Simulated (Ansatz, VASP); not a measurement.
**One calculation of HfO2, two programs**

The input INCAR:

```
PREC = Accurate ; ENCUT = 520
EDIFF = 1E-7 ; ISMEAR = 0
SIGMA = 0.05 ; LREAL = False
LASPH = True ; NELM = 80
ALGO = Normal ; ISIF = 2
LWAVE = False ; LCHARG = False
GGA = PE ; NBANDS = 18
```

KPOINTS

```
Automatic mesh
0
Gamma
  8 8 8
```

POSCAR

```
HfO2
1.0
    0.0000000000      2.6125259052      2.6125259052
    2.6125259052      0.0000000000      2.6125259052
    2.6125259052      2.6125259052      0.0000000000
Hf O
1 2
Direct
    0.0000000000      0.0000000000      0.0000000000
    0.2500000000      0.2500000000      0.2500000000
    0.7500000000      0.7500000000      0.7500000000
```

Input for Ansatz:

```yaml
crystal:
  lattice:
    - [0.0, 2.6125259052, 2.6125259052]
    - [2.6125259052, 0.0, 2.6125259052]
    - [2.6125259052, 2.6125259052, 0.0]
  atoms:
    - { symbol: Hf, position: [0.0, 0.0, 0.0] }
    - { symbol: O, position: [0.25, 0.25, 0.25] }
    - { symbol: O, position: [0.75, 0.75, 0.75] }
basis:
  ecutwfc: 420
kpoints:
  mp_grid: { grid: [8, 8, 8] }
hamiltonian:
  xc: pbe
scf:
  occupations: { method: gaussian, width: 0.05 }
output:
  forces: true
  stress: true
  eigenvalues: true
```

Change from the starting cell: strain +0.025 along x and y, +0.025 along z, atoms carried along.

Alike in both runs: task single point; functional PBE; k mesh 8 × 8 × 8; occupations gaussian, width 0.05 eV; no spin polarisation.

|  | VASP | Ansatz |
| --- | --- | --- |
| version | VASP 6.6.1 | Ansatz 0.2.0 |
| potentials or method | VASP PAW PBE potentials, release 64 (Hf_pv, O) | scalar-relativistic, plane waves, PAW |
| plane-wave cutoff (eV) | 520 | 420 |
| valence electrons in the cell | 22 | 38 |

Ansatz gave:

```
gap on the k mesh at the Fermi level (eV) : 3.56
least direct gap on the mesh (eV)         : 3.56
pressure (GPa)                            : -15.6
```

Question: Which values does VASP return?

Answer: gap on the k mesh at the Fermi level (eV): 3.55; least direct gap on the mesh (eV): 3.55; pressure (GPa): -18.6.

The two sets of potentials don't hold the same shells in valence.

Caveats: so large a pressure means that the cell lies far from this level's equilibrium, or that cutoff or potentials fall short (VASP); spin-orbit coupling is left out, which moves the levels of the heavy elements. A k mesh can miss the band edges.
